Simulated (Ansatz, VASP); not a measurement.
# One calculation of InAs, two programs

The input INCAR:

```
ALGO = Normal
EDIFF = 1E-6
ENCUT = 520
GGA = PE
ISIF = 2
ISMEAR = -1
LASPH = T
LCHARG = T
LELF = T
LREAL = F
LVHAR = T
LWAVE = F
NBANDS = 16
NELM = 60
PREC = Accurate
SIGMA = 0.08
```

File KPOINTS:

```
k-points
0
Gamma
  11 11 11
```

POSCAR

```
InAs
1.0
    0.0000000000      2.5344875686      2.5344875686
    2.5344875686      0.0000000000      2.5344875686
    2.5344875686      2.5344875686      0.0000000000
In As
1 1
Direct
    0.0000000000      0.0000000000      0.0000000000
    0.2500000000      0.2500000000      0.2500000000
```

Input for Ansatz:

```yaml
crystal:
  lattice:
    - [0.0, 2.5344875686, 2.5344875686]
    - [2.5344875686, 0.0, 2.5344875686]
    - [2.5344875686, 2.5344875686, 0.0]
  atoms:
    - { symbol: In, position: [0.0, 0.0, 0.0] }
    - { symbol: As, position: [0.25, 0.25, 0.25] }
kpoints:
  mp_grid: { grid: [11, 11, 11] }
scf:
  occupations: { method: fermi_dirac, width: 0.08 }
hamiltonian:
  xc: pbe
  pseudopotentials: { kind: all_electron, datasets: crystal }
output:
  forces: true
  stress: true
  eigenvalues: true
```

Change from the starting cell: volume scaled by 0.55, crystal datasets.

Alike in both runs: task single point; functional PBE; k mesh 11 × 11 × 11; occupations fermi-dirac, width 0.08 eV; no spin polarisation.

|  | VASP | Ansatz |
| --- | --- | --- |
| version | VASP 6.6.1 | Ansatz 0.2.0 |
| potentials or method | VASP PAW PBE potentials, release 64 (In_d, As) | all-electron PAW with datasets made for the crystal, scalar-relativistic |
| plane-wave cutoff (eV) | 520 | see its input |

Ansatz gave:

```
pressure (GPa) : 115.3
```

Task: Which values does VASP return?

Result: Pressure (GPa): 115.9.

Ansatz ran all-electron here, so the differences hold the error of VASP's frozen core and of both bases.

Caveats: the cell as given lies far from equilibrium; so large a pressure means that the cell lies far from this level's equilibrium, or that cutoff or potentials fall short (VASP); spin-orbit coupling is left out, which moves the levels of the heavy elements; an odd mesh through Γ misses points on the zone boundary, where band edges often lie.
